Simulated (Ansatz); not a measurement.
**Zone-centre phonons of MoP at -1 GPa: input and output**

These are results of Ansatz 0.2.0, DFT PBEsol, scalar-relativistic, plane waves, PAW, not measurements.

Launched with:
```bash
ansatz run input.yaml --threads 1 --pin off --max-ram 3072MiB --backend cpu --events-out ev --progress --plain --runs-dir out
```

Input (bare energies are in eV):
```yaml
crystal:
  lattice:
    - [3.2151743429, 0.0, 0.0]
    - [-1.6075871715, 2.7844226585, 0.0]
    - [0.0, 0.0, 3.1741296968]
  atoms:
    - { symbol: Mo, position: [0.0, 0.0, 0.0] }
    - { symbol: P, position: [0.3333333333, 0.6666666667, 0.5] }
basis:
  ecutwfc: 420
kpoints:
  mp_grid: { grid: [18, 18, 14] }
hamiltonian:
  xc: pbesol
scf:
  occupations: { method: fermi_dirac, width: 0.15 }
output:
  eigenvalues: true
phonons:
  method: dfpt
  eigenvectors: true
```

Results section of the output:
```
--- Phonons (Γ-DFPT): 4 representative perturbations + reference, on 728 of 4536 k-points (Σ response iterations 12) ---
  k mesh reduced under 4 symmetry operations, with k and −k counted as one. Each operation leaves every solved displacement unchanged or reverses it
  ASR residual: 1.290e-3 → 0.000e0 eV/Å²; symmetrization residual: 2.522e-6 eV/Å²
  ASR residual per site (eV/Å²): 1.29e-3 3.81e-5
  Γ frequencies (cm⁻¹): 0.00 0.00 0.00 402.30 408.35 408.35
  non-analytic LO–TO correction: not included (Born effective charges unavailable; polar crystals: no LO–TO splitting at Γ)
```

It took 62 s on 1 thread of Intel(R) Xeon(R) 6975P-C (Granite Rapids) (shared host), peak memory 1.1 GiB.

In a metal, frequencies and elastic constants depend on the k mesh and the smearing, soft modes and shear constants most.